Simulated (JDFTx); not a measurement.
# CdTe (F-43m) in JDFTx: reference runs

Aim: a first look at CdTe with PBEsol, on the cell as given.

All numbers are computed with JDFTx 1.7.0 (patched build); they aren't measurements. Logs are shortened: lines on timing, memory, paths and dates and some standing lists are left out, and cuts for length are marked. The log counts tension as positive stress, the text compression.

**The experiment to reproduce.**

A printed reference work, data compilation reports, for a bulk crystal of CdTe at 0 K: band gap 1.607 eV.

How close the calculation comes is told below.

### 1 Starting point

The structure is cubic, space group F-43m (No. 216). The conventional cell has a = 6.410 Å, b = 6.410 Å, c = 6.410 Å, α = 90.00°, β = 90.00°, γ = 90.00°. Around Te (site symmetry -43m) lie 4 Cd at 2.78 Å. Around Cd (site symmetry -43m) lie 4 Te at 2.78 Å.

### 2 Single point, PBEsol

Contents of CdTe.in:

```
lattice \
    0.0000000000     6.0565722294     6.0565722294 \
    6.0565722294     0.0000000000     6.0565722294 \
    6.0565722294     6.0565722294     0.0000000000
coords-type Lattice
ion Te     0.7500000000     0.7500000000     0.7500000000 1
ion Cd     0.0000000000     0.0000000000     0.0000000000 1

ion-species pseudo/Te.upf
ion-species pseudo/Cd.upf
elec-cutoff 51 408
elec-ex-corr gga-PBEsol
kpoint-folding 7 7 7
elec-smearing Fermi 0.0018374661
elec-n-bands 25
electronic-SCF nIterations 100 energyDiffThreshold 1e-09
electronic-minimize nIterations 30 energyDiffThreshold 1e-7
converge-empty-states yes
forces-output-coords Cartesian

dump-name run.$VAR
dump End Ecomponents EigStats BandEigs Kpoints Forces Stress ElecDensity Dtot KEdensity
```

Potentials or basis: PseudoDojo-SR-PBEsol-0.4.1-standard with smoothed tails.

Launch:

```console
$ jdftx -c 1 -i CdTe.in -o CdTe.out
```

What it wrote:

```text
*************** JDFTx 1.7.0 (patched build) ***************

Input parsed successfully to the following command list (including defaults):
[... the input with its defaults ...]

---------- Setting up symmetries ----------

Found 48 point-group symmetries of the bravais lattice
Found 24 space-group symmetries with basis
Applied RMS atom displacement 0 bohrs to make symmetries exact.

---------- Initializing the Grid ----------
R =
[            0      6.05657      6.05657  ]
[      6.05657            0      6.05657  ]
[      6.05657      6.05657            0  ]
unit cell volume = 444.335
G =
[  -0.518708   0.518708   0.518708  ]
[   0.518708  -0.518708   0.518708  ]
[   0.518708   0.518708  -0.518708  ]
Minimum fftbox size, Smin = [  80  80  80  ]
Chosen fftbox size, S = [  80  80  80  ]

---------- Initializing tighter grid for wavefunction operations ----------
R =
[            0      6.05657      6.05657  ]
[      6.05657            0      6.05657  ]
[      6.05657      6.05657            0  ]
unit cell volume = 444.335
G =
[  -0.518708   0.518708   0.518708  ]
[   0.518708  -0.518708   0.518708  ]
[   0.518708   0.518708  -0.518708  ]
Minimum fftbox size, Smin = [  56  56  56  ]
Chosen fftbox size, S = [  56  56  56  ]

---------- Exchange Correlation functional ----------
Initalized PBEsol GGA exchange.
Initalized PBEsol GGA correlation.

---------- Setting up pseudopotentials ----------
Width of ionic core gaussian charges (only for fluid interactions / plotting) set to 0

Reading pseudopotential file 'pseudo/Te.upf':
  'Te' pseudopotential, 'PBESOL' functional
  Generated using ONCVPSP code by D. R. Hamann
  16 valence electrons, 3 orbitals, 6 projectors, 1001 radial grid points, with lMax = 2
    4D    l: 2   occupation: 10.0   eigenvalue: -1.528329
    5S    l: 0   occupation:  2.0   eigenvalue: -0.556831
    5P    l: 1   occupation:  4.0   eigenvalue: -0.219319
  Core radius for overlap checks: 2.04 bohrs.

Reading pseudopotential file 'pseudo/Cd.upf':
  'Cd' pseudopotential, 'PBESOL' functional
  Generated using ONCVPSP code by D. R. Hamann
  20 valence electrons, 4 orbitals, 6 projectors, 1001 radial grid points, with lMax = 2
    4S    l: 0   occupation:  2.0   eigenvalue: -3.888393
    4P    l: 1   occupation:  6.0   eigenvalue: -2.458287
    4D    l: 2   occupation: 10.0   eigenvalue: -0.431057
    5S    l: 0   occupation:  2.0   eigenvalue: -0.209481
  Core radius for overlap checks: 1.32 bohrs.

Initialized 2 species with 2 total atoms.

Folded 1 k-points by 7x7x7 to 343 k-points.

---------- Setting up k-points, bands, fillings ----------
Adding inversion symmetry to k-mesh for non-inversion-symmetric unit cell.
Reduced to 20 k-points under symmetry.
Computing the number of bands and number of electrons
Calculating initial fillings.
nElectrons:  36.000000   nBands: 25   nStates: 20

----- Setting up reduced wavefunction bases (one per k-point) -----
average nbasis = 7728.563 , ideal nbasis = 7729.652

---------- Setting up ewald sum ----------
Optimum gaussian width for ewald sums = 2.750790 bohr.
Real space sum over 1331 unit cells with max indices [  5  5  5  ]
Reciprocal space sum over 2197 terms with max indices [  6  6  6  ]

---------- Allocating electronic variables ----------
Initializing wave functions:  linear combination of atomic orbitals
Note: number of bands (25) exceeds available atomic orbitals (19)
Te pseudo-atom occupations:   s ( 2 )  p ( 4 )  d ( 10 )
Cd pseudo-atom occupations:   s ( 2 2 )  p ( 6 )  d ( 10 )
	FillingsUpdate:  mu: +0.337465201  nElectrons: 36.000000
LCAOMinimize: Iter:   0  F: -261.2306258118801452  |grad|_K:  1.951e-03  alpha:  1.000e+00
	FillingsUpdate:  mu: +0.324930065  nElectrons: 36.000000
LCAOMinimize: Iter:   1  F: -261.2459425868334506  |grad|_K:  5.993e-05  alpha:  6.431e-01  linmin:  1.773e-02  cgtest: -1.397e-01
	FillingsUpdate:  mu: +0.324620052  nElectrons: 36.000000
LCAOMinimize: Iter:   2  F: -261.2459612377722920  |grad|_K:  1.053e-05  alpha:  8.435e-01  linmin:  5.321e-03  cgtest:  1.188e-01
	FillingsUpdate:  mu: +0.324678260  nElectrons: 36.000000
LCAOMinimize: Iter:   3  F: -261.2459616958548168  |grad|_K:  1.180e-06  alpha:  6.628e-01  linmin: -3.110e-05  cgtest:  2.231e-02
	FillingsUpdate:  mu: +0.324684213  nElectrons: 36.000000
LCAOMinimize: Iter:   4  F: -261.2459617032537835  |grad|_K:  7.086e-08  alpha:  8.495e-01  linmin: -2.086e-03  cgtest:  1.086e-02
LCAOMinimize: Converged (|Delta F|<1.000000e-06 for 2 iters).

-------- Electronic minimization -----------
Will mix electronic density at each iteration.
	FillingsUpdate:  mu: +0.324684213  nElectrons: 36.000000
	FillingsUpdate:  mu: +0.317729220  nElectrons: 36.000000
SCF: Cycle:  0   F: -261.314767483696301   dF: -6.881e-02   |Residual|: 9.105e-02   |deigs|: 1.178e-01
	FillingsUpdate:  mu: +0.311488314  nElectrons: 36.000000
SCF: Cycle:  1   F: -261.329538412142028   dF: -1.477e-02   |Residual|: 3.928e-02   |deigs|: 2.246e-02
	FillingsUpdate:  mu: +0.307917461  nElectrons: 36.000000
SCF: Cycle:  2   F: -261.331754675251261   dF: -2.216e-03   |Residual|: 7.002e-03   |deigs|: 1.163e-02
	FillingsUpdate:  mu: +0.308112432  nElectrons: 36.000000
SCF: Cycle:  3   F: -261.331769742985273   dF: -1.507e-05   |Residual|: 2.780e-03   |deigs|: 5.883e-04
	FillingsUpdate:  mu: +0.308436001  nElectrons: 36.000000
SCF: Cycle:  4   F: -261.331774730419625   dF: -4.987e-06   |Residual|: 7.190e-04   |deigs|: 6.985e-04
	FillingsUpdate:  mu: +0.308464014  nElectrons: 36.000000
SCF: Cycle:  5   F: -261.331775615998311   dF: -8.856e-07   |Residual|: 3.438e-04   |deigs|: 7.304e-05
	FillingsUpdate:  mu: +0.308522767  nElectrons: 36.000000
SCF: Cycle:  6   F: -261.331775998925309   dF: -3.829e-07   |Residual|: 1.130e-04   |deigs|: 8.982e-05
	FillingsUpdate:  mu: +0.308516030  nElectrons: 36.000000
SCF: Cycle:  7   F: -261.331776104041126   dF: -1.051e-07   |Residual|: 5.410e-05   |deigs|: 2.579e-05
	FillingsUpdate:  mu: +0.308518994  nElectrons: 36.000000
SCF: Cycle:  8   F: -261.331776136115764   dF: -3.207e-08   |Residual|: 1.273e-05   |deigs|: 2.218e-05
	FillingsUpdate:  mu: +0.308517337  nElectrons: 36.000000
SCF: Cycle:  9   F: -261.331776147179369   dF: -1.106e-08   |Residual|: 1.177e-05   |deigs|: 2.184e-05
	FillingsUpdate:  mu: +0.308516435  nElectrons: 36.000000
SCF: Cycle: 10   F: -261.331776151402153   dF: -4.223e-09   |Residual|: 3.128e-06   |deigs|: 2.081e-05
	FillingsUpdate:  mu: +0.308516433  nElectrons: 36.000000
SCF: Cycle: 11   F: -261.331776152840121   dF: -1.438e-09   |Residual|: 3.258e-06   |deigs|: 1.974e-05
	FillingsUpdate:  mu: +0.308516390  nElectrons: 36.000000
SCF: Cycle: 12   F: -261.331776153454086   dF: -6.140e-10   |Residual|: 1.334e-06   |deigs|: 3.434e-05
	FillingsUpdate:  mu: +0.308516350  nElectrons: 36.000000
SCF: Cycle: 13   F: -261.331776153717442   dF: -2.634e-10   |Residual|: 9.816e-07   |deigs|: 1.866e-05
SCF: Converged (|Delta E|<1.000000e-09 for 2 iters).

Setting wave functions to eigenvectors of Hamiltonian
Converging empty states (this may take a while): |deigs|: 1.868e-04

# Stress tensor in Cartesian coordinates [Eh/a0^3]:
[ -5.85249e-05            0            0  ]
[            0 -5.85249e-05            0  ]
[            0            0 -5.85249e-05  ]

# Ionic positions in lattice coordinates:
ion Te   0.750000000000000   0.750000000000000   0.750000000000000 1
ion Cd   0.000000000000000   0.000000000000000   0.000000000000000 1

# Forces in Cartesian coordinates:
force Te  -0.000000000000000  -0.000000000000000   0.000000000000000 1
force Cd  -0.000000000000000  -0.000000000000000   0.000000000000000 1

# Energy components:
   Eewald =     -145.3342091895335102
       EH =       93.7452187668267669
     Eloc =     -272.5983604587485161
      Enl =      -25.5281432794084999
      Exc =      -48.4505836259723779
 Exc_core =       18.5830087154312800
       KE =      118.2512930988830107
-------------------------------------
     Etot =     -261.3317759725218252
       TS =        0.0000001811956203
-------------------------------------
        F =     -261.3317761537174420

IonicMinimize: Iter:   0  F: -261.331776153717442  |grad|_K:  6.389e-36
IonicMinimize: Converged (|grad|_K<1.000000e-04).

#--- Lowdin population analysis ---
# oxidation-state Te -0.919
# oxidation-state Cd +1.141

Dumping 'run.eigStats' ...
	eMin: -3.459074 at state 0 ( [ +0.000000 +0.000000 +0.000000 ] spin 0 )
	HOMO: +0.293487 at state 0 ( [ +0.000000 +0.000000 +0.000000 ] spin 0 )
	mu  : +0.308517
	LUMO: +0.321283 at state 0 ( [ +0.000000 +0.000000 +0.000000 ] spin 0 )
	eMax: +0.747768 at state 14 ( [ +0.000000 +0.428571 +0.428571 ] spin 0 )
	HOMO-LUMO gap: +0.027796
	Optical gap  : +0.027796 at state 0 ( [ +0.000000 +0.000000 +0.000000 ] spin 0 )
Done!
[note: the Lowdin charges miss the electrons that lie outside the files' atomic orbitals]
[note: mu as printed may lie anywhere between the filled and the empty levels]
```

Wall time 3.5 min (1 thread of Arm Neoverse V1, shared host); peak memory 0.27 GiB.

Results:

* Free energy: -7111.1999 eV
* Pressure: 1.7 GPa
* Band gap on the k mesh: 0.76 eV, direct

Caveat: spin-orbit coupling is left out, which moves the levels of the heavy elements.

### 3 Comparison with measurements

Step 2. Measured gap of CdTe: 1.607 eV (0 K; a printed reference work, data compilation). This calculation gives 0.76 eV (-0.85 eV). Spin-orbit coupling on Cd, Te is left out. The value is that of PBEsol, without temperature or zero-point motion. Semilocal functionals fall short of measured gaps as a rule.
